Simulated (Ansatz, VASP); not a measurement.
One calculation of TaN, two programs

```
CELL_PARAMETERS angstrom
2.93800 0.00000 0.00000
-1.46900 2.54438 0.00000
0.00000 0.00000 2.88300
ATOMIC_POSITIONS crystal
Ta 0.33333 0.66667 0.50000
N 0.00000 0.00000 0.00000
```

Alike in both runs: task relaxation of cell and atoms; functional PBE; k mesh 10 × 10 × 9; occupations fermi-dirac, width 0.05 eV; no spin polarisation; Hubbard terms Ta d U = 3.0 eV.

|  | VASP | Ansatz |
| --- | --- | --- |
| version | VASP 6.6.1 | Ansatz 0.2.0 |
| potentials or method | VASP PAW PBE potentials, release 64 (Ta_pv, N) | Ansatz PAW |
| plane-wave cutoff (eV) | 600 | 420 |
| valence electrons in the cell | 16 | 18 |

|  | VASP | Ansatz | Ansatz less VASP |
| --- | --- | --- | --- |
| gap on the k mesh at the Fermi level, each at its own relaxed structure (eV) | none | none | - |
| relaxed volume (Å³/atom) | 11.24 | 11.01 | -0.230 |
| relaxed cell length with the largest relative difference (Å) | 2.926 | 2.901 | -0.0251 |
| energy change over the relaxation (meV/atom) | -21 | -5 | +15.6 |

The programs project onto different local orbitals, so the same U acts differently. A gap of «none» marks a metal or a gap that the smearing closes. The two sets of potentials don't hold the same shells in valence.

Caveats: U without spin polarisation on a metal has little footing; the plane-wave basis is chosen anew once the cell has moved, so the energies of steps on either side of that aren't comparable (Ansatz); the pressure holds a Pulay correction of +0.4 GPa for the finite cutoff (Ansatz). PBE usually gives volumes a little too large and moduli too small. Zero-point motion and thermal expansion aren't in these numbers.
